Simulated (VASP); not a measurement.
Crystal: KMgF3.

```
K Mg F
1.0
     3.98590    0.00000    0.00000
     0.00000    3.98590    0.00000
     0.00000    0.00000    3.98590
K Mg F
1 1 3
Direct
  0.50000 0.50000 0.50000
  0.00000 0.00000 0.00000
  0.00000 0.00000 0.50000
  0.00000 0.50000 0.00000
  0.50000 0.00000 0.00000
```

* Program: VASP 6.6.1
* Task: single point
* Functional: PBE
* Potentials or basis: VASP PAW PBE potentials, release 64 (K_sv, Mg, F)
* Cutoff: 520 eV
* k mesh: 7 × 7 × 7
* Occupations: fermi-dirac, width 0.05 eV
* Spin: no spin polarisation

On this cell: pressure 3.4 GPa; largest force zero by symmetry; band gap on the k mesh 7.34 eV, indirect (least direct gap 7.63 eV).

The same run follows on a disturbed copy (atoms moved at random, drawn with an rms of 0.05 Å):

```
CELL_PARAMETERS angstrom
3.98590 0.00000 0.00000
0.00000 3.98590 0.00000
0.00000 0.00000 3.98590
ATOMIC_POSITIONS crystal
K 0.49156 0.52142 0.48379
Mg 0.99814 0.00623 0.00020
F 0.00155 0.00084 0.51513
F 0.99759 0.48898 0.00974
F 0.50671 0.00814 0.99723
```

What does the disturbed cell give?

The energy moves by +13.4 meV/atom; pressure 4.0 GPa; largest force 0.799 eV/Å; band gap on the k mesh 7.32 eV, indirect (least direct gap 7.61 eV).

Forces in eV/Å, atoms in the order of the input:
```
K    0.088 -0.187  0.202
Mg   0.206 -0.411  0.346
F    0.023 -0.063 -0.660
F    0.062  0.797 -0.005
F   -0.379 -0.135  0.116
```

Stress tensor (GPa, compression positive):
```
 3.83 -0.03  0.02
-0.03  4.10  0.06
 0.02  0.06  3.98
```

Caveats: an odd mesh through Γ misses points on the zone boundary, where band edges often lie.
